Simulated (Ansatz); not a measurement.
**KF: equation of state**

The task here is to estimate one member of a computed series from the others.

Computed with Ansatz 0.2.0 (DFT PBEsol, scalar-relativistic, unless a step's input says otherwise).

### The system as given

Symmetry: Fm-3m, No. 225, cubic system. The conventional cell has a = 5.347 Å, b = 5.347 Å, c = 5.347 Å, α = 90.00°, β = 90.00°, γ = 90.00°. K (site symmetry m-3m) is surrounded by 6 F at 2.67 Å. F (site symmetry m-3m) has 6 K at 2.67 Å as nearest neighbours.

As a file:

```cif
data_structure
_symmetry_space_group_name_H-M 'P 1'
_symmetry_Int_Tables_number 1
_cell_length_a 3.7809
_cell_length_b 3.7809
_cell_length_c 3.7809
_cell_angle_alpha 60.000
_cell_angle_beta 60.000
_cell_angle_gamma 60.000
_cell_volume 38.22
loop_
_atom_site_label
_atom_site_type_symbol
_atom_site_fract_x
_atom_site_fract_y
_atom_site_fract_z
_atom_site_occupancy
K1 K 0.00000 0.00000 0.00000 1
F1 F 0.50000 0.50000 0.50000 1
```

Atoms are numbered in the order of the input: K1, F2.

The first run:

File input.yaml:

```yaml
crystal:
  lattice:
    - [0.0, 2.6373671923, 2.6373671923]
    - [2.6373671923, 0.0, 2.6373671923]
    - [2.6373671923, 2.6373671923, 0.0]
  atoms:
    - { symbol: K, position: [0.0, 0.0, 0.0] }
    - { symbol: F, position: [0.5, 0.5, 0.5] }
kpoints:
  mp_grid: { grid: [9, 9, 9] }
  band_path:
    path:
      - [0.0, 0.0, 0.0]
      - [0.5, 0.0, 0.5]
      - [0.625, 0.25, 0.625]
      - [0.375, 0.375, 0.75]
      - [0.0, 0.0, 0.0]
      - [0.5, 0.5, 0.5]
      - [0.5, 0.25, 0.75]
      - [0.5, 0.0, 0.5]
    npoints: 5
scf:
  occupations: { method: fermi_dirac, width: 0.01 }
hamiltonian:
  xc: pbesol
  pseudopotentials: { kind: all_electron, lapw: { basis_error: 0.001 } }
output:
  forces: true
  stress: true
  eigenvalues: true
```

Launch:

```bash
$ ansatz run input.yaml --threads 1 --pin off --max-ram 3072MiB --backend cpu --events-out ev --progress --plain --runs-dir out
```

Steps of the session up to this table: Volume × 0.96, LAPW; Volume × 0.96, PAW; Volume × 0.96, crystal datasets; Volume × 0.99, LAPW; Volume × 0.99, PAW; Volume × 0.99, crystal datasets; Volume × 1.02, LAPW; Volume × 1.02, PAW; Volume × 1.02, crystal datasets; Volume × 1.06, LAPW; Volume × 1.06, PAW; Volume × 1.06, crystal datasets.

One of the session's tables, all rows but one given; the rest of the session is left out.

| method | volume (Å³/atom) | pressure (GPa) | gap on the k mesh (eV) |
| --- | --- | --- | --- |
| LAPW | 18.345 | 0.62 | 6.24 |
| LAPW | 18.918 | -0.41 | 6.08 |
| LAPW | 19.491 | -1.27 | 5.94 |
| LAPW | 20.256 | -2.20 | 5.75 |
| PAW | 18.345 | 0.62 | 6.25 |
| PAW | 18.918 | ? | ? |
| PAW | 19.491 | -1.27 | 5.94 |
| PAW | 20.256 | -2.20 | 5.76 |
| crystal datasets | 18.345 | 0.62 | 6.24 |
| crystal datasets | 18.918 | -0.41 | 6.08 |
| crystal datasets | 19.491 | -1.27 | 5.93 |
| crystal datasets | 20.256 | -2.20 | 5.75 |

Q: Estimate the row for PAW, 18.918 from the others.

As computed: pressure (GPa): -0.41; gap on the k mesh (eV): 6.09.

To keep in mind: Warnings in the runs' records: crystal datasets made.
